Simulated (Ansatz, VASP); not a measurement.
# TaC: VASP beside Ansatz

```xyz
2
Lattice="0.0000 2.1776 2.1776 2.1776 0.0000 2.1776 2.1776 2.1776 0.0000" Properties=species:S:1:pos:R:3 pbc="T T T"
Ta    0.0000    0.0000    0.0000
C     2.1776    2.1776    2.1776
```

Change from the starting cell: volume scaled by 0.94.

Alike in both runs: task single point; functional PBE; k mesh 10 × 10 × 10; occupations fermi-dirac, width 0.05 eV; no spin polarisation.

|  | VASP | Ansatz |
| --- | --- | --- |
| version | VASP 6.6.1 | Ansatz 0.2.0 |
| potentials or method | VASP PAW PBE potentials, release 64 (Ta_pv, C) | Ansatz PAW |
| plane-wave cutoff (eV) | 520 | 420 |
| valence electrons in the cell | 15 | 17 |

VASP gave:

| Quantity | Value |
| --- | --- |
| gap on the k mesh at the Fermi level (eV) | none |
| pressure (GPa) | 32.3 |

Task: Estimate Ansatz's values.

Result: gap on the k mesh at the Fermi level (eV): none; pressure (GPa): 31.3.

A gap of «none» marks a metal or a gap that the smearing closes. With one functional, cell and mesh, what is left measures potentials, basis and numerics. The two sets of potentials don't hold the same shells in valence.

Caveats: the pressure holds a Pulay correction of +0.3 GPa for the finite cutoff (Ansatz). Spin-orbit coupling is left out, which matters for the levels of Ta.
